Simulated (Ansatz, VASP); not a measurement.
## CoO in VASP and in Ansatz

INCAR

```
ALGO = Normal
EDIFF = 1E-7
ENCUT = 520
GGA = PE
ISIF = 2
ISMEAR = -1
ISPIN = 2
LASPH = True
LCHARG = False
LMAXMIX = 4
LORBIT = 11
LREAL = False
LWAVE = False
MAGMOM = 2 0
NBANDS = 18
NELM = 150
PREC = Accurate
SIGMA = 0.05
```

File KPOINTS:

```
k-points
0
Gamma
  11 11 11
```

File POSCAR:

```
CoO
1.0
    0.0000000000      2.0879894168      2.0879894168
    2.0879894168      0.0000000000      2.0879894168
    2.0879894168      2.0879894168      0.0000000000
Co O
1 1
Direct
    0.0000000000      0.0000000000      0.0000000000
    0.5000000000      0.5000000000      0.5000000000
```

Contents of input.yaml:

```yaml
crystal:
  lattice:
    - [0.0, 2.0879894168, 2.0879894168]
    - [2.0879894168, 0.0, 2.0879894168]
    - [2.0879894168, 2.0879894168, 0.0]
  atoms:
    - { symbol: Co, position: [0.0, 0.0, 0.0], spin: 2.0 }
    - { symbol: O, position: [0.5, 0.5, 0.5] }
hamiltonian:
  xc: pbe
  pseudopotentials: { kind: paw }
magnetization:
  spin_polarized: true
kpoints:
  mp_grid: { grid: [11, 11, 11] }
scf:
  occupations: { method: fermi_dirac, width: 0.05 }
output:
  forces: true
  stress: true
  eigenvalues: true
```

Alike in both runs: task single point; functional PBE; k mesh 11 × 11 × 11; occupations fermi-dirac, width 0.05 eV; collinear spin.

```csv
,VASP,Ansatz
version,VASP 6.6.1,Ansatz 0.2.0
potentials or method,"VASP PAW PBE potentials, release 64 (Co, O)",Ansatz PAW
plane-wave cutoff (eV),520,420
valence electrons in the cell,15,23
```

|  | VASP | Ansatz | Ansatz less VASP |
| --- | --- | --- | --- |
| gap on the k mesh at the Fermi level (eV) | none | none | - |
| pressure (GPa) | 8.6 | 9.4 | +0.73 |
| net moment per atom (μB) | 1.36 | 1.39 | +0.026 |
| size of the moment on the site where the two differ most (μB) | 2.42 | 2.37 | -0.053 |

Site moments also hang on the region over which each program counts them. A gap of «none» marks a metal or a gap that the smearing closes. With one functional, cell and mesh, what is left measures potentials, basis and numerics. The two sets of potentials don't hold the same shells in valence.

Caveats: a cell with one magnetic atom can't hold antiferromagnetic order, which such compounds often take; semilocal functionals often make such compounds metallic where correlation or magnetic order opens a gap, which also shifts bond lengths; the pressure holds a Pulay correction of +0.8 GPa for the finite cutoff (Ansatz).
